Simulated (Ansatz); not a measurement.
HfO2:

```xyz
6
Lattice="4.8135 0.0000 0.0000 0.0000 4.8135 0.0000 0.0000 0.0000 3.2054" Properties=species:S:1:pos:R:3 pbc="T T T"
Hf    2.4068    2.4068    1.6027
Hf    0.0000    0.0000    0.0000
O     3.8751    0.9384    1.6027
O     3.3452    3.3452    0.0000
O     1.4683    1.4683    0.0000
O     0.9384    3.8751    1.6027
```

Measurements of this composition are mostly on another form, of space group No. 14.

* Program: Ansatz 0.2.0
* Task: single point
* Functional: PBE
* Potentials or basis: Ansatz PAW
* Cutoff: 420 eV (not typed: the program's choice for these potentials)
* k mesh: 6 × 6 × 8
* Occupations: fermi-dirac, width 0.05 eV
* Spin: no spin polarisation

On this cell: pressure 8.5 GPa; largest force 0.080 eV/Å; band gap on the k mesh 4.04 eV, direct.

The same run follows on a disturbed copy (atoms moved at random, drawn with an rms of 0.05 Å):

```
Hf O
1.0
     4.81353    0.00000    0.00000
     0.00000    4.81353    0.00000
     0.00000    0.00000    3.20542
Hf O
2 4
Direct
  0.49065 0.49807 0.50886
  0.00394 0.99721 0.98664
  0.80493 0.19942 0.50994
  0.68750 0.69082 0.00169
  0.31284 0.30387 0.00825
  0.19223 0.80029 0.51215
```

Task: What changes?

Result: The energy moves by +18.1 meV/atom; pressure 9.5 GPa; largest force 1.278 eV/Å; band gap on the k mesh 4.03 eV, direct.

Forces in eV/Å, atoms in the order of the input:
```
Hf   1.096  0.027 -0.140
Hf  -1.019  0.261  0.693
O    0.397 -0.370 -0.224
O    0.642  0.736  0.252
O   -0.951 -0.852 -0.050
O   -0.164  0.198 -0.531
```

Stress tensor (GPa, compression positive):
```
 8.54 -1.15 -0.14
-1.15  8.78  0.98
-0.14  0.98 11.32
```

Caveats: spin-orbit coupling is left out, which moves the levels of the heavy elements.

A k mesh can miss the band edges.
